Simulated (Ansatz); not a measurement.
TaN:

```
Ta N
1.0
     0.00000    2.21132    2.21132
     2.21132    0.00000    2.21132
     2.21132    2.21132    0.00000
Ta N
1 1
Direct
  0.50000 0.50000 0.50000
  0.00000 0.00000 0.00000
```

The cell comes from a database or a generator and needn't be the stable form of this composition.

- Program: Ansatz 0.2.0
- Task: relaxation of cell and atoms
- Functional: BLYP
- Dispersion: D3(BJ)
- Potentials or basis: Ansatz PAW
- Cutoff: 420 eV (not typed: the program's choice for these potentials)
- k mesh: 10 × 10 × 10
- Occupations: fermi-dirac, width 0.05 eV
- Spin: no spin polarisation

At the start: volume 10.81 Å³/atom.

Problem. Where does the relaxation end?

Solution. It ends after 7 steps and the volume is 10.59 Å³/atom (-2.0 %); space group Fm-3m (No. 225, to 0.05 Å).

Step by step:
| step | energy change (eV) | largest force (eV/Å) | volume (Å³) |
| --- | --- | --- | --- |
| 1 | 0.0000 | 0.0000 | 21.63 |
| 2 | -0.0097 | 0.0000 | 21.00 |
| 3 | -0.0108 | 0.0000 | 21.20 |
| 4 | -0.0109 | 0.0000 | 21.19 |
| 5 | -0.0094 | 0.0000 | 21.19 |
| 6 | -0.0094 | 0.0000 | 21.18 |
| 7 | -0.0094 | 0.0000 | 21.18 |

Final structure:
```
Ta N
1.0
     0.00000    2.19617    2.19617
     2.19617    0.00000    2.19617
     2.19617    2.19617    0.00000
Ta N
1 1
Direct
  0.50000 0.50000 0.50000
  0.00000 0.00000 0.00000
```

Caveat: the plane-wave basis is chosen anew once the cell has moved, so the energies of steps on either side of that aren't comparable; the pressure holds a Pulay correction of +0.6 GPa for the finite cutoff; the PAW data sets come from PBE, with cores solved anew for the run's functional, which leaves a small shift of forces and pressure.
